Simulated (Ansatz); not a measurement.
The system is LiCl.

```
Cl Li
1.0
     0.00000    2.56477    2.56477
     2.56477    0.00000    2.56477
     2.56477    2.56477    0.00000
Cl Li
1 1
Direct
  0.50000 0.50000 0.50000
  0.00000 0.00000 0.00000
```

| Item | Value |
| --- | --- |
| Program | Ansatz 0.2.0 |
| Task | relaxation of cell and atoms |
| Functional | revPBE |
| Potentials or basis | Ansatz PAW |
| Cutoff | 420 eV (not typed: the program's choice for these potentials) |
| k mesh | 9 × 9 × 9 |
| Occupations | fermi-dirac, width 0.05 eV |
| Spin | no spin polarisation |

At the start: volume 16.87 Å³/atom.

**Question.** Where does the relaxation end?

**Answer.** It ends after 5 steps and the volume is 18.04 Å³/atom (+6.9 %); space group Fm-3m (No. 225, to 0.05 Å).

The path:
```tsv
step	energy change (eV)	largest force (eV/Å)	volume (Å³)
1	0.0000	0.0000	33.74
2	-0.0129	0.0000	35.24
3	-0.0146	0.0000	36.00
4	-0.0146	0.0000	36.09
5	-0.0147	0.0000	36.09
```

Final structure:
```
Cl Li
1.0
     0.00000    2.62280    2.62280
     2.62280    0.00000    2.62280
     2.62280    2.62280    0.00000
Cl Li
1 1
Direct
  0.50000 0.50000 0.50000
  0.00000 0.00000 0.00000
```

Caveat: the plane-wave basis is chosen anew once the cell has moved, so the energies of steps on either side of that aren't comparable; the PAW data sets come from PBE, with cores solved anew for the run's functional, which leaves a small shift of forces and pressure.
